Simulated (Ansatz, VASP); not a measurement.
## Hf2O in VASP and in Ansatz

INCAR

```
  PREC = Accurate
  ENCUT = 520
  EDIFF = 1E-6
  ISMEAR = 0
  SIGMA = 0.1
  LREAL = False
  LASPH = True
  NELM = 60
  ALGO = Normal
  ISIF = 2
  LWAVE = False
  LCHARG = True
  GGA = PS
  LELF = True
  LVHAR = True
  NBANDS = 35
```

Contents of KPOINTS:

```
Automatic mesh
0
Gamma
  6 6 2
```

Contents of POSCAR:

```
Hf2O
1.0
    3.1480335596      0.0000000000      0.0000000000
   -1.5740167798      2.7262770345      0.0000000000
    0.0000000000      0.0000000000     10.9723787495
Hf O
4 2
Direct
    0.6666666667      0.3333333333      0.8986176337
    0.3333333333      0.6666666667      0.3986176337
    0.6666666667      0.3333333333      0.6013823663
    0.3333333333      0.6666666667      0.1013823663
    0.0000000000      0.0000000000      0.7500000000
    0.0000000000      0.0000000000      0.2500000000
```

Input for Ansatz:

```yaml
crystal:
  lattice:
    - [3.1480335596, 0.0, 0.0]
    - [-1.5740167798, 2.7262770345, 0.0]
    - [0.0, 0.0, 10.9723787495]
  atoms:
    - { symbol: Hf, position: [0.6666666667, 0.3333333333, 0.8986176337] }
    - { symbol: Hf, position: [0.3333333333, 0.6666666667, 0.3986176337] }
    - { symbol: Hf, position: [0.6666666667, 0.3333333333, 0.6013823663] }
    - { symbol: Hf, position: [0.3333333333, 0.6666666667, 0.1013823663] }
    - { symbol: O, position: [0.0, 0.0, 0.75] }
    - { symbol: O, position: [0.0, 0.0, 0.25] }
basis:
  ecutwfc: 420
kpoints:
  mp_grid: { grid: [6, 6, 2] }
hamiltonian:
  xc: pbesol
scf:
  occupations: { method: gaussian, width: 0.1 }
output:
  forces: true
  stress: true
  eigenvalues: true
```

Alike in both runs: task single point; functional PBEsol; k mesh 6 × 6 × 2; occupations gaussian, width 0.1 eV; no spin polarisation.

|  | VASP | Ansatz |
| --- | --- | --- |
| version | VASP 6.6.1 | Ansatz 0.2.0 |
| potentials or method | VASP PAW PBE potentials, release 64 (Hf_pv, O) | scalar-relativistic, plane waves, PAW |
| plane-wave cutoff (eV) | 520 | 420 |
| valence electrons in the cell | 52 | 116 |

|  | VASP | Ansatz | Ansatz less VASP |
| --- | --- | --- | --- |
| gap on the k mesh at the Fermi level (eV) | none | none | - |
| pressure (GPa) | -4.0 | -2.9 | +1.12 |
| largest component of the traceless stress (GPa) | 2.47 | 2.27 | -0.209 |
| rms of the force components (eV/Å) | 1.164 | 1.155 | -0.0092 |

Atom by atom the forces differ by 0.009 eV/Å (rms over components). A gap of «none» marks a metal or a gap that the smearing closes. With one functional, cell and mesh, what is left measures potentials, basis and numerics. The two sets of potentials don't hold the same shells in valence.

Caveats: the k mesh is coarse (spacing up to 0.38 Å⁻¹), so the values aren't converged; the PAW data sets were made with another functional, which shifts forces and pressure a little (VASP). Spin-orbit coupling is left out, which matters for the levels of Hf.
